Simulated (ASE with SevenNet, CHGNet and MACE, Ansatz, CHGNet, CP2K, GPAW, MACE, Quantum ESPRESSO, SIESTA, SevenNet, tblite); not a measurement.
## Machine-learned potentials runs on NbH2(331) slab (72 atoms)

Wanted: machine-learned potentials inputs and outputs for NbH2(331) slab (72 atoms), checked against a plane-wave reference.

Method: the method is named at each step, in ASE with SevenNet, CHGNet and MACE.

## Step 1: Set-up

The cell holds 72 atoms: 24 Nb and 48 H. Its edges and angles: a = 9.680 Å, b = 7.215 Å, c = 21.851 Å, α = 90.0°, β = 90.0°, γ = 102.9°. It derives from NbH2 (fluorite-type). Fluorite-type NbH2 (a = 4.563 Å), (331) slab of 8 repeat layers, 3 x 1 surface cells, 14 Å of vacuum; atoms within 2.51 Å of the bottom held; not relaxed, displaced by a Gaussian of 0.02 Å. Then every atom was moved at random, 0.05 Å r.m.s. a Cartesian component (hydrogen 0.6 of that). Vacuum lies along c.

The yardstick, on the same geometry:

```
method                 : Kohn-Sham DFT, PBE, PAW, plane waves (Ansatz 0.2.0); cutoff 420 eV, Γ point, fermi-dirac smearing of 0.05 eV; PAW set soft_2
r.m.s. force component : 0.6904 eV/Å
longest force          : 2.906 eV/Å
SCF cycles             : 10
time                   : 12 s on 4 threads of Arm Neoverse V1, shared host
CPU time               : 48 s
```

## Step 2: SevenNet l3i5 potential

Method: machine-learned interatomic potential SevenNet l3i5, trained on PBE(+U) plane-wave data.

Input file run.py:

```python
import numpy as np
from ase.io import read
import mlip  # loads the published weights by name

atoms = read("structure.xyz")
atoms.calc = mlip.calc("7net-l3i5")
energy = atoms.get_potential_energy()
forces = atoms.get_forces()
print(f"energy {energy:.6f} eV")
print("forces (eV/A)")
for i, (a, f) in enumerate(zip(atoms, forces)):
    print(f"{i:4d} {a.symbol:2s} {f[0]:10.5f} {f[1]:10.5f} {f[2]:10.5f}")
```

Input file structure.xyz:

```xyz
72
Lattice="9.67958 0.00000 0.00000 -1.61326 7.03206 0.00000 0.00000 0.00000 21.85118" Properties=species:S:1:pos:R:3 pbc="T T T"
Nb -1.58503 6.94486 7.26421
H 8.09913 1.01923 7.02406
H 6.46659 5.85018 7.51549
Nb 8.05594 2.54160 8.33251
H 6.44654 3.61617 8.01283
H 6.45109 1.39136 8.57593
Nb 6.47403 5.09121 9.36279
H 8.08260 6.20460 9.10233
H 8.09925 3.98401 9.59551
Nb 6.53851 0.58837 10.38171
H 8.11930 1.74479 10.18199
H 6.44604 6.56844 10.65857
Nb 8.01168 3.20289 11.47362
H 6.48863 4.35756 11.19327
H 6.45341 2.15378 11.65957
Nb 6.36665 5.85672 12.39858
H -1.51790 6.88052 12.24715
H 8.05007 4.76710 12.70690
Nb 6.51815 1.40578 13.50578
H 8.11172 2.51199 13.29338
H 8.02732 0.31961 13.79399
Nb 8.08416 3.98943 14.59178
H 6.47943 5.17482 14.33962
H 6.44326 2.86592 14.83608
Nb 4.85589 6.95105 7.24563
H 4.84605 1.01444 6.99369
H 3.21640 5.84294 7.49474
Nb 4.83624 2.49258 8.28247
H 3.22264 3.63438 8.03424
H 3.20873 1.36640 8.57768
Nb 3.23322 5.07680 9.34378
H 4.83974 6.20586 9.10298
H 4.85455 4.02916 9.67221
Nb 3.25390 0.75981 10.46453
H 4.86762 1.81153 10.14354
H 3.21874 6.51162 10.72696
Nb 4.86807 3.23524 11.43756
H 3.24852 4.37261 11.26625
H 3.16769 2.22797 11.72578
Nb 3.26928 5.81875 12.45932
H 4.80525 6.96842 12.21612
H 4.77904 4.72794 12.72132
Nb 3.29186 1.35972 13.56587
H 4.83674 2.51192 13.23548
H 4.85497 0.28824 13.76581
Nb 4.78038 3.97318 14.54349
H 3.24327 5.07307 14.27472
H 3.23993 2.84721 14.82865
Nb 1.60647 6.92482 7.26683
H 1.63732 1.04377 7.01707
H 0.00470 5.83963 7.55199
Nb 1.62899 2.50911 8.30279
H -0.00752 3.59760 8.07357
H 0.03207 1.40740 8.54316
Nb -0.02705 5.10042 9.34728
H 1.64245 6.24187 9.10692
[... 12 atom lines left out ...]
H 1.59294 0.28156 13.80579
Nb 1.66523 3.93423 14.65209
H 0.06326 5.07300 14.35338
H 0.01299 2.84201 14.79587
```

Run with:

```sh
> OMP_NUM_THREADS=1 python run.py > output.txt
```

The program printed:

```text
energy -408.926056 eV
forces (eV/A)
   0 Nb   -0.05949    0.11961    1.58190
   1 H    -0.09032    0.21228   -0.34829
   2 H     0.03497   -0.03585   -0.27395
   3 Nb   -0.01042   -1.13533    0.23297
   4 H    -0.04779   -0.11905   -0.34045
   5 H     0.03044    0.04772   -0.03127
   6 Nb   -0.18441    0.25917   -0.45188
   7 H    -0.15603    0.37295   -0.09330
   8 H    -0.15367   -0.08132    0.38907
   9 Nb   -1.16247    0.82186   -0.12703
  10 H    -0.04887    0.12721   -0.42204
  11 H     0.66353    0.17033   -0.46051
  12 Nb    0.60625    0.83223   -0.18341
  13 H    -0.18132   -0.19172   -0.12522
  14 H    -0.21048   -0.67998    0.05807
  15 Nb    1.02174   -0.30028    1.49838
  16 H    -0.73966    0.29204    0.28839
  17 H    -0.31991   -0.18990    0.35616
  18 Nb   -0.80473    0.77389   -0.31636
  19 H    -0.24440    0.18113    0.19308
  20 H     0.27098   -0.33016    0.34054
  21 Nb    0.08756   -0.04279   -1.72776
  22 H    -0.20411   -0.19267    0.11172
  23 H    -0.02374    0.04351    0.38086
[...]
64 H     0.03116   -0.21185   -0.02833
  65 H     0.24902    0.23026    0.58881
  66 Nb    0.83495   -0.09725   -0.61355
  67 H     0.02544   -0.40308    0.60458
  68 H     0.03286    0.19325    0.25546
  69 Nb   -0.21601    0.01240   -2.07257
  70 H    -0.14826   -0.06458    0.29520
  71 H    -0.04136    0.23776    0.65039
```

Elapsed: 11 s, on 1 thread of Arm Neoverse V1, shared host; peak memory 1.5 GiB.

Banners, paths, timers and routine set-up lines are dropped from the logs unmarked, and long logs keep their key lines alone; longer cuts are marked.

Numbers from this run, and their distance from the reference:

```
r.m.s. force component                  : 0.5137 eV/Å
r.m.s. difference of force components   : 348.7 meV/Å
longest difference of force vectors     : 1471 meV/Å
force difference over r.m.s. force      : 50.51 %
slope of forces against the reference's : 0.6492
correlation of force components         : 0.8726
```

Length of the force difference by element (eV/Å):

```tsv
element	atoms	mean	most
H	48	0.26	0.56
Nb	24	0.90	1.5
```

Local excerpt of 9 atoms (numbers count through the whole input) about H5, picked at random; x, y, z are measured from there.

```tsv
atom	x	y	z	distance (Å)	bonds	Fx	Fy	Fz (eV/Å)
H5	0.00	0.00	0.00	0.00	3	-0.05	-0.12	-0.34
Nb4	1.61	-1.07	0.32	1.96	7	-0.01	-1.14	0.23
Nb28	-1.61	-1.12	0.27	1.98	7	-0.03	-0.03	0.73
Nb7	0.03	1.48	1.35	2.00	8	-0.18	0.26	-0.45
H3	0.02	2.23	-0.50	2.29	3	0.03	-0.04	-0.27
H6	0.00	-2.22	0.56	2.29	4	0.03	0.05	-0.03
H9	1.65	0.37	1.58	2.32	4	-0.15	-0.08	0.39
H33	-1.59	0.41	1.66	2.34	4	0.01	-0.35	-0.54
H35	-1.58	-1.80	2.13	3.21	4	0.45	-0.29	-0.31
```

Atoms are counted from 1 here, from 0 in the log.

Forces lie 51 % from the reference's, at 0.23 times its CPU time (on 1 against 4 cores).

The difference per atom is largest on Nb (0.90 eV/Å on average, against 0.26 on H).

## Step 3: CHGNet 0.3.0 potential

Method: machine-learned interatomic potential CHGNet 0.3.0, trained on PBE(+U) plane-wave data.

run.py: that of step 2 with these lines changed.

```diff
@@ -5,3 +5,3 @@
 atoms = read("structure.xyz")
-atoms.calc = mlip.calc("7net-l3i5")
+atoms.calc = mlip.calc("chgnet-0.3.0")
 energy = atoms.get_potential_energy()
```

structure.xyz is that of step 2.

The program printed:

```text
CHGNet v0.3.0 initialized with 412,525 parameters
CHGNet will run on cpu
energy -414.053802 eV
forces (eV/A)
   0 Nb   -0.13540    0.36309    1.12210
   1 H    -0.01298    0.29821   -0.20127
   2 H     0.00194   -0.22684   -0.08445
   3 Nb    0.05603   -0.79285    0.23309
   4 H    -0.04950    0.00181   -0.16412
   5 H     0.02558   -0.10958   -0.02450
   6 Nb   -0.03866   -0.02843   -0.52128
   7 H    -0.12758    0.26509   -0.04109
   8 H    -0.12747    0.01468    0.33457
   9 Nb   -0.78280    0.58501   -0.22044
  10 H    -0.08666    0.12771   -0.29617
  11 H     0.53601    0.02024   -0.26650
  12 Nb    0.53097    0.48266   -0.07328
  13 H    -0.10185   -0.02293   -0.08155
  14 H    -0.14466   -0.33739    0.10083
  15 Nb    0.55018   -0.23895    1.15771
  16 H    -0.51939    0.20640    0.04128
  17 H    -0.19226   -0.18405    0.33755
  18 Nb   -0.70992    0.55134   -0.20030
  19 H    -0.25928    0.39090    0.00682
  20 H     0.24299   -0.31171    0.20280
  21 Nb   -0.25064   -0.00031   -1.31769
  22 H    -0.09127   -0.13346   -0.01147
  23 H    -0.02034   -0.07718    0.19282
[...]
64 H    -0.05617   -0.18130   -0.09919
  65 H     0.26490    0.11993    0.43496
  66 Nb    0.89430   -0.18339   -0.42461
  67 H    -0.10180   -0.13040    0.38652
  68 H     0.05025    0.17369    0.10139
  69 Nb   -0.34095   -0.07684   -1.47167
  70 H    -0.07555    0.15002    0.09431
  71 H     0.01460   -0.07289    0.37027
```

It took 4.5 s on 1 thread; peak memory 1.2 GiB.

Numbers from this run, and their distance from the reference:

| Property | Result |
| --- | --- |
| r.m.s. force component | 0.3715 eV/Å |
| r.m.s. difference of force components | 400.6 meV/Å |
| longest difference of force vectors | 1650 meV/Å |
| force difference over r.m.s. force | 58.03 % |
| slope of forces against the reference's | 0.4764 |
| correlation of force components | 0.8853 |

Against the first run (51 %), the force difference from the reference is 58 %, at 0.39 times the CPU time.

The difference per atom is largest on Nb (0.98 eV/Å on average, against 0.30 on H).

## Step 4: MACE MPA-0 medium potential

Method: machine-learned interatomic potential MACE MPA-0 medium, trained on PBE(+U) plane-wave data.

run.py: that of step 3 with these lines changed.

```diff
@@ -5,3 +5,3 @@
 atoms = read("structure.xyz")
-atoms.calc = mlip.calc("chgnet-0.3.0")
+atoms.calc = mlip.calc("mace-mpa-0-medium")
 energy = atoms.get_potential_energy()
```

structure.xyz is that of step 3.

The program printed:

```text
energy -404.448278 eV
forces (eV/A)
   0 Nb   -0.00115    0.37657    1.11990
   1 H    -0.08324    0.28119   -0.40213
   2 H     0.03421   -0.23302   -0.19785
   3 Nb    0.08525   -0.85809    0.34514
   4 H    -0.00169    0.02779   -0.26369
   5 H     0.06287   -0.03589   -0.03556
   6 Nb   -0.01544   -0.05306   -0.60732
   7 H    -0.07778    0.22752    0.03848
   8 H    -0.18989    0.05135    0.29435
   9 Nb   -1.11856    0.76450   -0.10000
  10 H    -0.16405    0.03610   -0.25530
  11 H     0.51886    0.06543   -0.28480
  12 Nb    0.84319    0.73470   -0.17775
  13 H    -0.23494   -0.08268   -0.12450
  14 H    -0.10309   -0.38815    0.07641
  15 Nb    0.86282   -0.13642    1.44225
  16 H    -0.78506    0.34815    0.03785
  17 H    -0.20491   -0.20372    0.25117
  18 Nb   -0.59618    0.65677   -0.25991
  19 H    -0.32683    0.20625   -0.04748
  20 H     0.27178   -0.34372    0.27608
  21 Nb   -0.05576   -0.14315   -1.20163
  22 H    -0.22690   -0.11975    0.08154
  23 H     0.05116   -0.07394    0.38330
[...]
64 H    -0.04708   -0.24323   -0.00641
  65 H     0.44070    0.24089    0.47597
  66 Nb    0.71344   -0.00703   -0.54891
  67 H    -0.01337   -0.26580    0.48990
  68 H     0.10020    0.07733    0.26526
  69 Nb   -0.19368   -0.16217   -1.56527
  70 H    -0.14792    0.19463    0.21367
  71 H    -0.04977   -0.02099    0.63849
```

It took 8.8 s on 1 thread; peak memory 1.1 GiB.

Against the reference:

| Item | Value |
| --- | --- |
| r.m.s. force component | 0.4436 eV/Å |
| r.m.s. difference of force components | 360.1 meV/Å |
| longest difference of force vectors | 1537 meV/Å |
| force difference over r.m.s. force | 52.16 % |
| slope of forces against the reference's | 0.5704 |
| correlation of force components | 0.8877 |

Against the first run (51 %), the force difference from the reference is 52 %, at 0.78 times the CPU time.

The difference per atom is largest on Nb (0.89 eV/Å on average, against 0.25 on H).

## Step 5: The ladder

Differences are against the plane-wave reference, forces as r.m.s. over components; share is that over the reference's r.m.s. force, slope the least-squares factor from reference forces to these. Total energies of different programs have different zeros and aren't compared.

```tsv
run	Δ force, r.m.s. (meV/Å)	share (%)	slope	cores	CPU time	memory (GiB)
reference	-	-	-	4	48 s	1.4
SevenNet l3i5 potential	349	50.5	0.649	1	11 s	1.5
CHGNet 0.3.0 potential	401	58.0	0.476	1	4.3 s	1.2
MACE MPA-0 medium potential	360	52.2	0.570	1	8.6 s	1.1
```

Times of the machine-learned potentials are mostly Python's start and the loading of weights.

CPU time is summed over cores on a shared host, where runs went side by side, so it is rough. Symmetry, cutoffs, thresholds, outputs and thread counts weren't matched or tuned between programs; memory under MPI is the largest rank's times the ranks.

## Step 6: Outcome

```
nearest in forces : SevenNet l3i5 potential, 51 %
its CPU time      : 11 s
```

**Reading.** Machine-learned potentials differ by 51 % (SevenNet l3i5 potential) to 58 % (CHGNet 0.3.0 potential); they were trained on other programs' data. Among those trained on PBE data the slope goes as low as 0.48, with a correlation of 0.89, so directions differ as well as sizes. Machine-learned potentials mimic data converged in k, so the reference's own k-point error enters their differences. The electronic-structure runs sample only Γ, in a cell whose shortest periodic width is 7 Å, which is coarse for a cell with partly filled levels.

[Also dropped from logs without a mark: logging warnings of Python, and SIESTA's first energy breakdown and zero terms.]

[Logs are printed without paths, hosts, clocks, repeated set-up lines and the standing remarks that a program may print on its own settings, such as how far it seeks lower states.]

[Hosts, paths, dates, database ids (printed as entryN), source tags and the programs' standing remarks are cut or masked in the printed files.]
